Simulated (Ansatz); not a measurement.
# Polarity and tunnelling in Mg/AlN/Zr, part 2 of 3

Aim: does the conductance of Mg/AlN/Zr change when the barrier's polarity is reversed? The lower electrode is Mg hcp(0001), the upper one Zr hcp(0001); the barrier is AlN zinc blende(111) (whole bilayers). In the first transport cell, after relaxation, the nearest pair of electrode and barrier is Mg–N at 2.43 Å, at a slant, at the lower face and Zr–Al at 3.28 Å, at a slant, at the upper one. All share a net of side 3.111 Å, which strains the lower electrode by -2.5 %, the upper one by -3.7 % and the barrier by +0.0 %, against typed lattice constants near PBE's. The first steps treat the bulk electrodes alone.

Ansatz 0.2.0; PBE DFT, plane waves, PAW files (the session's first sound run).

So far, transmission at the Fermi level (a spin, zone mean): step 5 (T(E) of the junction, polarity N face on the lower …) 0.00376. Also channels of the lower lead: step 5 0.840.

### 6. Conductance on a fine mesh, polarity N face on the lower electrode, gap between the electrodes 12.8 Å

The conductance needs T(E) within ten thermal energies of the Fermi level, on steps under 1.5 kT, and a finer mesh (30×30), since the current can rest on few wavevectors.

The input, input.yaml:

```yaml
crystal:
  lattice:
    - [3.111, 0.0, 0.0]
    - [-1.5555, 2.6942050312, 0.0]
    - [0.0, 0.0, 79.6055362033]
  atoms:
    - { symbol: Mg, position: [0.0, 0.0, 0.0879335827] }
    - { symbol: Mg, position: [0.33333333, 0.66666667, 0.1206817475] }
    - { symbol: Mg, position: [0.0, 0.0, 0.1534299123] }
    - { symbol: Mg, position: [0.33333333, 0.66666667, 0.1861780771] }
    - { symbol: Mg, position: [0.0, 0.0, 0.218926242] }
    - { symbol: Mg, position: [0.33333333, 0.66666667, 0.2516744068] }
    - { symbol: Mg, position: [0.0, 0.0, 0.2844225716] }
    - { symbol: Mg, position: [0.33333333, 0.66666667, 0.3171707364] }
    - { symbol: Mg, position: [0.0, 0.0, 0.3499189012] }
    - { symbol: Mg, position: [0.33333333, 0.66666667, 0.382667066] }
    - { symbol: Mg, position: [0.0, 0.0, 0.4145658674] }
    - { symbol: "N", position: [0.33333333, 0.66666667, 0.4351803867] }
    - { symbol: Al, position: [0.66666667, 0.33333333, 0.4443041721] }
    - { symbol: "N", position: [0.66666667, 0.33333333, 0.4679357781] }
    - { symbol: Al, position: [0.0, 0.0, 0.476294692] }
    - { symbol: "N", position: [0.0, 0.0, 0.4999549539] }
    - { symbol: Al, position: [0.33333333, 0.66666667, 0.5083055875] }
    - { symbol: "N", position: [0.33333333, 0.66666667, 0.5320045402] }
    - { symbol: Al, position: [0.66666667, 0.33333333, 0.540907153] }
    - { symbol: Zr, position: [0.0, 0.0, 0.5754027841] }
    - { symbol: Zr, position: [0.33333333, 0.66666667, 0.6086207328] }
    - { symbol: Zr, position: [0.0, 0.0, 0.6423369199] }
    - { symbol: Zr, position: [0.33333333, 0.66666667, 0.6760531071] }
    - { symbol: Zr, position: [0.0, 0.0, 0.7097692943] }
    - { symbol: Zr, position: [0.33333333, 0.66666667, 0.7434854814] }
    - { symbol: Zr, position: [0.0, 0.0, 0.7772016686] }
    - { symbol: Zr, position: [0.33333333, 0.66666667, 0.8109178558] }
    - { symbol: Zr, position: [0.0, 0.0, 0.844634043] }
    - { symbol: Zr, position: [0.33333333, 0.66666667, 0.8783502301] }
    - { symbol: Zr, position: [0.0, 0.0, 0.9120664173] }
kpoints:
  mp_grid: { grid: [12, 12, 1] }
scf:
  occupations: { method: fermi_dirac, width: 0.1 }
  max_iter: 150
hamiltonian:
  xc: pbe
output:
  transmission:
    kmesh: [30, 30]
    e_range: [-0.26, 0.27]
    de: 0.0375
    leads: [[4, 6], [24, 26]]
```

Launch:

```sh
$ ansatz run input.yaml --threads 4 --pin off --max-ram 12288MiB --backend cpu --events-out ev --progress --plain --runs-dir out
```

It took 6.2 min on 4 threads of Arm Neoverse V1, shared host; peak memory 3.2 GiB.

Numbers from this step:

```
transmission at the Fermi level (a spin, zone mean) : 0.003245
channels of the lower lead                          : 0.8811
channels of the upper lead                          : 0.7856
ballistic conductance of the lower lead             : 7.96e14 S/m²
ballistic conductance of the upper lead             : 7.14e14 S/m²
junction conductance                                : 2.89e12 S/m²
error estimates by source, in the log's order       : 1, 0.1, 14.7, 16.8, 1.9 %
resistance-area product beyond the leads            : 0.3451 Ω um²
```

One spin. The transmission, zone mean by energy, zero at the Fermi level:

```csv
energy (eV),"transmission, zone mean"
-0.260,0.00102
-0.223,0.00122
-0.185,0.00160
-0.147,0.00184
-0.110,0.00230
-0.072,0.00267
-0.035,0.00293
0.003,0.00325
0.040,0.00354
0.077,0.00322
0.115,0.00236
0.152,0.00194
0.190,7.1e-4
0.228,4.8e-4
0.265,4.5e-4
```

One spin. The open channels, zone mean by energy, zero at the Fermi level:

```csv
energy (eV),lower lead,upper lead
-0.260,0.821,0.746
-0.223,0.794,0.679
-0.185,0.854,0.659
-0.147,0.881,0.646
-0.110,0.888,0.672
-0.072,0.861,0.586
-0.035,0.854,0.626
0.003,0.881,0.786
0.040,0.841,0.899
0.077,0.894,1.12
0.115,0.914,1.15
0.152,0.901,1.18
0.190,0.914,1.17
0.228,0.941,1.16
0.265,0.968,1.20
```

Transmission over k1 and k2. At 0.0025 eV from the Fermi level; zeros and values more than six decades under the largest are shown at that floor.

log10 of the mean of each cell; the least values stand at a floor. Values, 12 rows by 16 columns:
```
-1.5 -2.0 -7.2 -7.2 -7.2 -7.2 -7.2 -2.1 -1.6 -1.6 -2.6 -4.4 -3.4 -3.8 -3.2 -1.7
-7.2 -7.2 -7.2 -7.2 -7.1 -6.4 -7.2 -7.2 -7.2 -7.2 -7.2 -7.2 -4.7 -4.5 -7.2 -7.2
-4.5 -7.2 -7.2 -7.2 -7.2 -4.6 -4.5 -7.2 -7.2 -7.2 -7.2 -4.3 -3.4 -3.7 -3.9 -3.3
-4.8 -7.2 -6.3 -4.8 -4.2 -3.5 -3.7 -3.6 -3.6 -4.6 -5.0 -6.5 -4.6 -4.6 -7.2 -4.4
-2.4 -7.2 -7.2 -4.7 -4.2 -3.2 -2.4 -2.3 -2.5 -3.1 -4.1 -5.1 -7.2 -7.2 -2.9 -1.8
-1.4 -2.6 -7.2 -7.2 -4.1 -3.2 -2.3 -2.0 -2.0 -2.3 -3.0 -3.8 -7.2 -7.2 -2.8 -1.4
-1.4 -1.7 -7.2 -7.2 -7.2 -3.9 -3.0 -2.3 -2.0 -2.1 -2.6 -3.7 -5.1 -7.2 -7.2 -2.1
-2.6 -2.5 -7.2 -7.2 -7.1 -4.7 -4.2 -3.3 -2.7 -2.6 -2.9 -3.6 -4.4 -5.2 -6.8 -7.2
-3.9 -4.0 -7.2 -3.7 -4.4 -6.6 -7.2 -7.2 -3.8 -4.0 -3.9 -3.9 -7.2 -7.2 -6.8 -7.2
-3.9 -3.5 -4.6 -3.6 -3.7 -5.5 -7.2 -7.2 -7.2 -5.2 -4.7 -5.3 -7.2 -7.2 -7.2 -7.2
-2.2 -3.5 -7.2 -3.7 -4.4 -7.2 -2.5 -2.1 -7.2 -7.2 -6.8 -6.5 -7.2 -7.2 -7.2 -2.4
-1.3 -1.8 -7.2 -3.6 -3.7 -5.5 -2.0 -1.4 -1.4 -2.0 -7.2 -4.8 -4.5 -5.5 -2.7 -1.4
```
Columns: k1 (b1) from -0.5 to 0.467; rows upwards: k2 (b2) from -0.5 to 0.467.

G = 2.9e12 S/m² (1/G = 0.346 Ω µm²). The largest error estimate is 17 %, from the leads' potential steps. In the worse lead the potential repeats within 20 meV, which the program lets pass, though it still puts 17 % of error on the junction's conductance through them. By hand, Landauer's formula with T at one energy: G = (e²/h) ΣT / A = 3.874e-5 S × 0.00649 / 8.382 Å² = 3.0e12 S/m², with T summed over both spins. The printed value averages T over the Fermi window and is 0.96 times this.

### 7. Relaxation, box 43.9 Å, polarity Al face on the lower electrode

This step: PBE DFT, plane waves, PAW files (Ansatz 0.2.0).

System of this step: Mg/AlN/Zr. The cell holds 16 atoms: 4 Mg, 4 Al, 4 N and 4 Zr. Cell: a = 3.111 Å, b = 3.111 Å, c = 43.860 Å, α = 90.0°, β = 90.0°, γ = 120.0°. Vacuum lies along c.

The new interface needs a relaxation of its own, since bond lengths at the faces set the dipole and the overlap. A short slab in vacuum serves: only the barrier and the layers next to it are taken over, and later cells can add or drop layers in the barrier's middle. The dipole correction removes the field that unlike faces would set up across the vacuum.

The input, input.yaml:

```yaml
crystal:
  lattice:
    - [3.111, 0.0, 0.0]
    - [-1.5555, 2.6942050312, 0.0]
    - [0.0, 0.0, 43.8603931419]
  atoms:
    - { symbol: Mg, position: [0.33333333, 0.66666667, 0.1823969059] }
    - { symbol: Mg, position: [0.0, 0.0, 0.2425875525] }
    - { symbol: Mg, position: [0.33333333, 0.66666667, 0.3027781991] }
    - { symbol: Mg, position: [0.0, 0.0, 0.3629688457] }
    - { symbol: Al, position: [0.33333333, 0.66666667, 0.4080105939] }
    - { symbol: "N", position: [0.0, 0.0, 0.4224911721] }
    - { symbol: Al, position: [0.0, 0.0, 0.4659329066] }
    - { symbol: "N", position: [0.66666667, 0.33333333, 0.4804134848] }
    - { symbol: Al, position: [0.66666667, 0.33333333, 0.5238552194] }
    - { symbol: "N", position: [0.33333333, 0.66666667, 0.5383357976] }
    - { symbol: Al, position: [0.33333333, 0.66666667, 0.5817775322] }
    - { symbol: "N", position: [0.0, 0.0, 0.5962581104] }
    - { symbol: Zr, position: [0.33333333, 0.66666667, 0.6362322308] }
    - { symbol: Zr, position: [0.66666667, 0.33333333, 0.6966891853] }
    - { symbol: Zr, position: [0.33333333, 0.66666667, 0.7571461397] }
    - { symbol: Zr, position: [0.66666667, 0.33333333, 0.8176030941] }
kpoints:
  mp_grid: { grid: [8, 8, 1] }
scf:
  occupations: { method: fermi_dirac, width: 0.1 }
  max_iter: 150
hamiltonian:
  xc: pbe
efield:
  axis: 3
  dipole_correction: true
relax:
  f_tol: 0.04
  max_steps: 90
output:
  forces: true
```

It took 38 s on 4 threads; peak memory 0.99 GiB.

Step by step:

```csv
step,energy less that of the first step (eV),largest force component (eV/Å)
1,0.0000,3.9214
2,-0.6757,1.0068
3,-0.8419,0.1893
4,-0.8999,0.0745
5,-0.9089,0.0562
6,-0.9094,0.0067
```

Forces are held to the 6 operations that the run works with; a distortion that breaks them can't arise in this run.

The atoms that moved most (Å):

```csv
atom,dx,dy,dz,length
Mg4,0.000,0.000,-0.528,0.528
Mg3,0.000,0.000,-0.507,0.507
Mg2,0.000,0.000,-0.465,0.465
Mg1,0.000,0.000,-0.453,0.453
Zr15,0.000,0.000,0.438,0.438
Zr14,0.000,0.000,0.402,0.402
Zr13,0.000,0.000,0.353,0.353
Zr16,0.000,0.000,0.319,0.319
```

This step gave:

| Item | Value |
| --- | --- |
| free energy | -28124.8280 eV |
| Fermi energy | 6.228 eV |

The largest force component on a free atom ends at 0.0067 eV/Å. At one or more of this run's solves the program warned of density in the dipole ramp over its bound, where dipole, forces and levels can be off.

### 8. T(E) of the junction, polarity Al face on the lower electrode, gap between the electrodes 12.87 Å

This step: PBE DFT, plane waves, PAW files; ballistic transmission by layer matching between semi-infinite leads (Ansatz 0.2.0).

System of this step: Mg/AlN/Zr. The cell holds 30 atoms: 11 Mg, 4 Al, 4 N and 11 Zr. Cell: a = 3.111 Å, b = 3.111 Å, c = 79.804 Å, α = 90.0°, β = 90.0°, γ = 120.0°. Regions: left electrode, 11 atoms (11 Mg); barrier, 8 atoms (4 Al and 4 N); right electrode, 11 atoms (11 Zr). Vacuum lies along c.

A wide window again for the changed junction, to set beside the first polarity.

The input, input.yaml:

```yaml
crystal:
  lattice:
    - [3.111, 0.0, 0.0]
    - [-1.5555, 2.6942050312, 0.0]
    - [0.0, 0.0, 79.8044120027]
  atoms:
    - { symbol: Mg, position: [0.0, 0.0, 0.0877144487] }
    - { symbol: Mg, position: [0.33333333, 0.66666667, 0.1203810037] }
    - { symbol: Mg, position: [0.0, 0.0, 0.1530475588] }
    - { symbol: Mg, position: [0.33333333, 0.66666667, 0.1857141139] }
    - { symbol: Mg, position: [0.0, 0.0, 0.218380669] }
    - { symbol: Mg, position: [0.33333333, 0.66666667, 0.251047224] }
    - { symbol: Mg, position: [0.0, 0.0, 0.2837137791] }
    - { symbol: Mg, position: [0.33333333, 0.66666667, 0.3163803342] }
    - { symbol: Mg, position: [0.0, 0.0, 0.3490468893] }
    - { symbol: Mg, position: [0.33333333, 0.66666667, 0.3817134443] }
    - { symbol: Mg, position: [0.0, 0.0, 0.4145214426] }
    - { symbol: Al, position: [0.33333333, 0.66666667, 0.4458142405] }
    - { symbol: "N", position: [0.0, 0.0, 0.4544497056] }
    - { symbol: Al, position: [0.0, 0.0, 0.4781607636] }
    - { symbol: "N", position: [0.66666667, 0.33333333, 0.4863765108] }
    - { symbol: Al, position: [0.66666667, 0.33333333, 0.5100503519] }
    - { symbol: "N", position: [0.33333333, 0.66666667, 0.5182465298] }
    - { symbol: Al, position: [0.33333333, 0.66666667, 0.5418795613] }
    - { symbol: "N", position: [0.0, 0.0, 0.5515667299] }
    - { symbol: Zr, position: [0.33333333, 0.66666667, 0.5757458042] }
    - { symbol: Zr, position: [0.66666667, 0.33333333, 0.6095960656] }
    - { symbol: Zr, position: [0.33333333, 0.66666667, 0.6432282307] }
    - { symbol: Zr, position: [0.66666667, 0.33333333, 0.6768603958] }
    - { symbol: Zr, position: [0.33333333, 0.66666667, 0.7104925608] }
    - { symbol: Zr, position: [0.66666667, 0.33333333, 0.7441247259] }
    - { symbol: Zr, position: [0.33333333, 0.66666667, 0.777756891] }
    - { symbol: Zr, position: [0.66666667, 0.33333333, 0.8113890561] }
    - { symbol: Zr, position: [0.33333333, 0.66666667, 0.8450212212] }
    - { symbol: Zr, position: [0.66666667, 0.33333333, 0.8786533863] }
    - { symbol: Zr, position: [0.33333333, 0.66666667, 0.9122855513] }
kpoints:
  mp_grid: { grid: [12, 12, 1] }
scf:
  occupations: { method: fermi_dirac, width: 0.1 }
  max_iter: 150
hamiltonian:
  xc: pbe
output:
  transmission:
    kmesh: [12, 12]
    e_range: [-4, 2]
    de: 0.1
    leads: [[4, 6], [24, 26]]
  dos: { projected: true, e_range: [-6, 5], de: 0.05 }
  write_potential: true
  write_density: true
  volumetric_format: npy
```

Elapsed: 3.9 min, on 4 threads; peak memory 3.8 GiB.

Numbers from this step:

| Item | Value |
| --- | --- |
| free energy | -70878.1356 eV |
| Fermi energy | 8.259 eV |
| transmission at the Fermi level (a spin, zone mean) | 0.001755 |
| channels of the lower lead | 0.8403 |
| channels of the upper lead | 0.7431 |
| potential step in the lower lead | 16.1 meV |
| potential step in the upper lead | 6.4 meV |

One spin. The transmission, zone mean by energy, zero at the Fermi level:

```csv
energy (eV),"transmission, zone mean"
-4.00,0.0313
-3.90,0.104
-3.80,0.0570
-3.70,0.113
-3.60,0.0404
-3.40,0.00306
-3.20,0.00188
-3.00,0.00153
-2.80,8.1e-4
-2.60,6.8e-4
-2.30,2.1e-4
-2.10,0.00120
-1.90,6.3e-4
-1.70,8.1e-4
-1.50,7.4e-4
-1.30,7.3e-4
-1.10,4.3e-4
-0.90,2.7e-4
-0.70,2.5e-4
-0.50,1.4e-4
-0.30,4.3e-4
-0.10,0.00162
0.00,0.00175
0.10,0.00389
0.30,9.7e-4
0.60,0.0354
0.80,0.0716
1.00,0.134
1.10,0.145
1.20,0.127
1.40,0.175
1.60,0.0983
1.80,0.0704
2.00,0.0997
```

One spin. The open channels, zone mean by energy, zero at the Fermi level:

```csv
energy (eV),lower lead,upper lead
-4.00,0.590,0.215
-3.80,0.590,0.257
-3.60,0.590,0.257
-3.40,0.632,0.382
-3.20,0.674,0.382
-3.00,0.757,0.542
-2.80,0.757,0.833
-2.60,0.840,0.812
-2.30,0.840,0.708
-2.10,0.861,0.771
-1.90,0.958,0.826
-1.70,0.958,0.535
-1.50,0.965,0.535
-1.30,0.965,0.979
-1.10,1.09,0.938
-0.90,1.01,1.08
-0.70,0.715,1.52
-0.50,0.812,1.02
-0.30,0.882,0.771
-0.10,1.01,0.618
0.00,0.840,0.743
0.10,0.882,0.979
0.30,0.979,1.31
0.60,0.938,1.03
0.80,1.19,1.27
1.00,1.35,0.924
1.20,1.23,0.764
1.40,1.19,0.910
1.60,1.23,1.03
1.80,1.19,1.16
2.00,1.30,1.08
```

Transmission over k1 and k2. At 0.0000 eV from the Fermi level.

Ten even steps from '0' (0.0000) to '9' (0.0547):
```
000000000000
000000000000
000000000000
000000000000
000000000000
900000100000
000000000000
000000000000
000000000000
000000000000
000000000000
900000900000
```
Columns: k1 (b1) from -0.5 to 0.417; rows upwards: k2 (b2) from -0.5 to 0.417.

Open channels of the lower lead over k1 and k2. At 0.0000 eV from the Fermi level.

Values, 12 rows by 12 columns:
```
2.00 0.00 1.00 1.00 1.00 1.00 0.00 2.00 0.00 0.00 0.00 0.00
1.00 1.00 1.00 0.00 0.00 0.00 1.00 1.00 1.00 0.00 3.00 0.00
1.00 1.00 0.00 1.00 1.00 1.00 1.00 0.00 1.00 1.00 0.00 0.00
1.00 1.00 0.00 1.00 1.00 1.00 1.00 1.00 0.00 1.00 1.00 0.00
2.00 1.00 0.00 1.00 1.00 1.00 1.00 1.00 1.00 0.00 1.00 2.00
2.00 0.00 1.00 1.00 1.00 1.00 1.00 1.00 1.00 1.00 1.00 0.00
2.00 2.00 1.00 0.00 1.00 1.00 1.00 1.00 1.00 1.00 0.00 1.00
1.00 0.00 1.00 1.00 0.00 1.00 1.00 1.00 1.00 1.00 0.00 1.00
1.00 0.00 0.00 1.00 1.00 0.00 1.00 1.00 1.00 1.00 0.00 1.00
1.00 0.00 3.00 0.00 1.00 1.00 1.00 0.00 0.00 0.00 1.00 1.00
2.00 0.00 0.00 0.00 0.00 2.00 0.00 1.00 1.00 1.00 1.00 0.00
2.00 2.00 1.00 1.00 1.00 2.00 2.00 2.00 1.00 1.00 1.00 2.00
```
Columns: k1 (b1) from -0.5 to 0.417; rows upwards: k2 (b2) from -0.5 to 0.417.

Open channels of the upper lead over k1 and k2. At 0.0000 eV from the Fermi level.

Values, 12 rows by 12 columns:
```
1.00 0.00 0.00 0.00 0.00 0.00 0.00 1.00 2.00 2.00 2.00 2.00
0.00 0.00 0.00 0.00 2.00 0.00 0.00 0.00 0.00 2.00 0.00 2.00
2.00 0.00 0.00 0.00 0.00 0.00 0.00 0.00 0.00 2.00 2.00 2.00
0.00 0.00 2.00 0.00 2.00 1.00 2.00 0.00 2.00 0.00 0.00 2.00
1.00 0.00 0.00 0.00 1.00 2.00 2.00 1.00 0.00 0.00 0.00 1.00
1.00 0.00 0.00 0.00 2.00 2.00 2.00 2.00 2.00 0.00 0.00 0.00
1.00 1.00 0.00 0.00 0.00 1.00 2.00 2.00 1.00 0.00 0.00 0.00
0.00 2.00 0.00 0.00 2.00 0.00 2.00 1.00 2.00 0.00 2.00 0.00
2.00 2.00 2.00 2.00 0.00 0.00 0.00 0.00 0.00 0.00 0.00 0.00
0.00 2.00 0.00 2.00 0.00 0.00 0.00 0.00 2.00 0.00 0.00 0.00
1.00 2.00 2.00 2.00 2.00 1.00 0.00 0.00 0.00 0.00 0.00 0.00
1.00 1.00 0.00 2.00 0.00 1.00 1.00 1.00 0.00 2.00 0.00 1.00
```
Columns: k1 (b1) from -0.5 to 0.417; rows upwards: k2 (b2) from -0.5 to 0.417.

Projected DOS an atom over height of the atomic layer and energy from the Fermi level. Layers: Mg Mg Mg Mg Mg Mg Mg Mg Mg Mg Mg Al N Al N Al N Al N Zr Zr Zr Zr Zr Zr Zr Zr Zr Zr Zr; projections on atoms miss part of the total, and the computed bands can run out at the top of the range; a column is the mean of 2 neighbouring layers, the last of those left over.

Ten even steps from '0' (0.00 states/eV) to '9' (1.73 states/eV), each cell a mean:
```
000001000377777
000001001366665
000001000478877
000001000389899
000001000499999
000011000355559
000000000266667
100001000488888
101001000377778
111111000256655
111111000476666
111111000377777
111111000166665
111111200045453
111111320122221
111111332311111
111111355401010
111111344700000
111111344400000
111111334300000
001111223200000
000000112100000
```
Columns: height of the atomic layer (Å) from 8.3 to 71.5 (not evenly spaced); rows upwards: energy from the Fermi level (eV) from -6 to 1.95.

At the Fermi level the transmission is 0.0018, as a zone mean for one spin on this coarse mesh. At the Fermi level the layers of this cell's barrier hold from 0.0084 to 0.31 states an eV and atom. In the worse lead the potential repeats within 16 meV, which the program lets pass.

### 9. Conductance on a fine mesh, polarity Al face on the lower electrode, gap between the electrodes 12.87 Å

The conductance of the changed junction, on the mesh and energies of the first conductance run.

input.yaml, as its differences from that of step 8:

```diff
@@ -45,9 +45,5 @@
   transmission:
-    kmesh: [12, 12]
-    e_range: [-4, 2]
-    de: 0.1
+    kmesh: [30, 30]
+    e_range: [-0.26, 0.27]
+    de: 0.0375
     leads: [[4, 6], [24, 26]]
-  dos: { projected: true, e_range: [-6, 5], de: 0.05 }
-  write_potential: true
-  write_density: true
-  volumetric_format: npy
```

Elapsed: 6.8 min, on 4 threads; peak memory 3.2 GiB; 18 min of CPU time.

Numbers from this step:

```yaml
transmission_at_the_fermi_level_a_spin_zone_mean: 0.001809
channels_of_the_lower_lead: 0.8811
channels_of_the_upper_lead: 0.8256
ballistic_conductance_of_the_upper_lead: 7.19e14 S/m²
junction_conductance: 1.77e12 S/m²
error_estimates_by_source_in_the_log_s_order: 1.6, 7.4, 15.1, 16.3, 13.7 %
resistance_area_product_beyond_the_leads: 0.5623 Ω um²
```

One spin. The transmission, zone mean by energy, zero at the Fermi level:

```csv
energy (eV),"transmission, zone mean"
-0.260,6.4e-4
-0.223,6.5e-4
-0.185,9.0e-4
-0.147,9.3e-4
-0.110,0.00141
-0.072,0.00145
-0.035,0.00160
0.003,0.00181
0.040,0.00211
0.077,0.00290
0.115,0.00252
0.152,0.00228
0.190,0.00123
0.228,7.4e-4
0.265,0.00105
```

One spin. The open channels, zone mean by energy, zero at the Fermi level:

```csv
energy (eV),lower lead,upper lead
-0.260,0.821,0.739
-0.223,0.794,0.679
-0.185,0.854,0.659
-0.147,0.881,0.659
-0.110,0.888,0.672
-0.072,0.861,0.586
-0.035,0.854,0.626
0.003,0.881,0.826
0.040,0.854,0.926
0.077,0.894,1.11
0.115,0.914,1.16
0.152,0.874,1.19
0.190,0.901,1.17
0.228,0.941,1.16
0.265,0.981,1.20
```

Transmission over k1 and k2. At 0.0025 eV from the Fermi level.

Ten even steps from '0' (0.0000) to '9' (0.0516), each cell a mean:
```
563000000000003562000000000002
020000000000000020000000000000
000000000000000000000000000000
000000000000000000000000000000
000000000000000000000000000000
000000000000000000000000000000
000000000000000000000000000000
000000000000000000000000000000
000000000000000000000000000000
420000000000000000000000000034
960000000000001100000000000017
553000000000000000000000000003
011000000000000000000000000000
000000000000000000000000000000
000000000000000000000000000000
000000000000000000000000000000
000000000000000000000000000000
000000000000000000000000000000
000000000000000000000000000000
000000000000000000000000000000
410000000000025320000000000026
951000000000026961000000000027
```
Columns: k1 (b1) from -0.5 to 0.467; rows upwards: k2 (b2) from -0.5 to 0.467.

G = 1.8e12 S/m² (1/G = 0.564 Ω µm²), 0.61 times the step before of this kind. The largest error estimate is 16 %, from the leads' potential steps. In the worse lead the potential repeats within 16 meV, which the program lets pass, though it still puts 16 % of error on the junction's conductance through them.

### 10. Electroresistance

This step: Tunnel electroresistance (G_up - G_down) / G_down from the conductances of both polarities, PBE DFT, plane waves, PAW files (Ansatz 0.2.0).

No new run: the two polarities are divided.

Numbers from this step:

| Item | Value |
| --- | --- |
| conductance, first polarity (S/m²) | 2.89e12 |
| conductance, second polarity (S/m²) | 1.77e12 |
| electroresistance | 63 % |

The two conductances carry error estimates of up to 17 % and 16 %, which the ratio inherits.

(Part 2 of 3 ends here.)

[Logs are printed without paths, hosts, clocks, repeated set-up lines and the standing remarks that a program may print on its own settings, such as how far it seeks lower states.]

[Hosts, paths, dates, database ids (printed as entryN), source tags and the programs' standing remarks are cut or masked in the printed files.]
